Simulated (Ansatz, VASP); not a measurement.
# MgS: VASP beside Ansatz

```xyz
4
Lattice="3.9191 0.0148 0.0157 -1.9468 3.3837 -0.0253 0.0250 -0.0322 6.2591" Properties=species:S:1:pos:R:3 pbc="T T T"
Mg    1.8800    1.1578    3.1571
Mg    0.0083    2.2615    6.1601
S     0.1107    2.1717    2.4086
S     2.0146    1.1174    5.4673
```

Change from the starting cell: all atoms moved at random, cell strained at random.

Alike in both runs: task single point; functional PBEsol; k mesh 6 × 6 × 4; occupations gaussian, width 0.02 eV; no spin polarisation.

```csv
,VASP,Ansatz
version,VASP 6.6.1,Ansatz 0.2.0
potentials or method,"VASP PAW PBE potentials, release 64 (Mg, S)","scalar-relativistic, plane waves, PAW"
plane-wave cutoff (eV),520,420
valence electrons in the cell,16,32
```

```csv
,VASP,Ansatz,Ansatz less VASP
gap on the k mesh at the Fermi level (eV),3.59,3.59,-0.005
least direct gap on the mesh (eV),3.59,3.59,-0.005
pressure (GPa),6.8,6.8,+0.01
largest component of the traceless stress (GPa),3.00,2.96,-0.039
rms of the force components (eV/Å),1.017,1.007,-0.0106
```

Atom by atom the forces differ by 0.011 eV/Å (rms over components). The two sets of potentials don't hold the same shells in valence.

Caveats: the PAW data sets were made with another functional, which shifts forces and pressure a little (VASP).
